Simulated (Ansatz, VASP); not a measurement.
## MnO: VASP beside Ansatz

File INCAR:

```
SYSTEM = MnO
PREC = Accurate
ENCUT = 520
EDIFF = 1E-7
ISMEAR = 0
SIGMA = 0.1
LREAL = .FALSE.
LASPH = .TRUE.
NELM = 150
ALGO = Normal
ISIF = 2
LWAVE = .FALSE.
LCHARG = .TRUE.
ISPIN = 2
MAGMOM = 4 4 4 4 0 0 0 0
LORBIT = 11
LMAXMIX = 4
GGA = PE
LELF = .TRUE.
LVHAR = .TRUE.
NBANDS = 52
```

The input KPOINTS:

```
regular mesh
0
G
  4 4 4
  0 0 0
```

Contents of POSCAR:

```
MnO
1.0
   -3.0242472700      3.0242472700      3.0242472700
    3.0242472700     -3.0242472700      3.0242472700
    3.0242472700      3.0242472700     -3.0242472700
Mn O
4 4
Direct
    0.3171980400      0.3171980400      0.3171980400
    0.0000000000      0.0000000000      0.6828019600
    0.0000000000      0.6828019600      0.0000000000
    0.6828019600      0.0000000000      0.0000000000
    0.6828019600      0.6828019600      0.6828019600
    0.0000000000      0.0000000000      0.3171980400
    0.0000000000      0.3171980400      0.0000000000
    0.3171980400      0.0000000000      0.0000000000
```

Input for Ansatz:

```yaml
crystal:
  lattice:
    - [-3.02424727, 3.02424727, 3.02424727]
    - [3.02424727, -3.02424727, 3.02424727]
    - [3.02424727, 3.02424727, -3.02424727]
  atoms:
    - { symbol: Mn, position: [0.31719804, 0.31719804, 0.31719804], spin: 4.0 }
    - { symbol: Mn, position: [0.0, 0.0, 0.68280196], spin: 4.0 }
    - { symbol: Mn, position: [0.0, 0.68280196, 0.0], spin: 4.0 }
    - { symbol: Mn, position: [0.68280196, 0.0, 0.0], spin: 4.0 }
    - { symbol: O, position: [0.68280196, 0.68280196, 0.68280196] }
    - { symbol: O, position: [0.0, 0.0, 0.31719804] }
    - { symbol: O, position: [0.0, 0.31719804, 0.0] }
    - { symbol: O, position: [0.31719804, 0.0, 0.0] }
basis:
  ecutwfc: 420
kpoints:
  mp_grid: { grid: [4, 4, 4] }
hamiltonian:
  xc: pbe
scf:
  occupations: { method: gaussian, width: 0.1 }
  lower_state_search: "off"
output:
  forces: true
  stress: true
  eigenvalues: true
  populations: true
magnetization:
  spin_polarized: true
```

Alike in both runs: task single point; functional PBE; k mesh 4 × 4 × 4; occupations gaussian, width 0.1 eV; collinear spin.

|  | VASP | Ansatz |
| --- | --- | --- |
| version | VASP 6.6.1 | Ansatz 0.2.0 |
| potentials or method | VASP PAW PBE potentials, release 64 (Mn_pv, O) | scalar-relativistic, plane waves, PAW |
| plane-wave cutoff (eV) | 520 | 420 |
| valence electrons in the cell | 76 | 84 |

|  | VASP | Ansatz | Ansatz less VASP |
| --- | --- | --- | --- |
| gap on the k mesh at the Fermi level (eV) | none | none | - |
| pressure (GPa) | 25.4 | 24.7 | -0.73 |
| rms of the force components (eV/Å) | 1.639 | 1.610 | -0.0291 |
| net moment per atom (μB) | 2.15 | 2.15 | +0.005 |
| size of the moment on the site where the two differ most (μB) | 3.87 | 3.35 | -0.526 |

Site moments also hang on the region over which each program counts them. Atom by atom the forces differ by 0.031 eV/Å (rms over components). A gap of «none» marks a metal or a gap that the smearing closes. The two sets of potentials don't hold the same shells in valence.

Caveats: the k mesh is coarse (spacing up to 0.37 Å⁻¹), so the values aren't converged; so large a pressure means that the cell lies far from this level's equilibrium, or that cutoff or potentials fall short (VASP); semilocal functionals often make such compounds metallic where correlation or magnetic order opens a gap, which also shifts bond lengths; forces of over 1 eV/Å show positions far from the minimum, so gaps and moduli don't describe the material at rest.
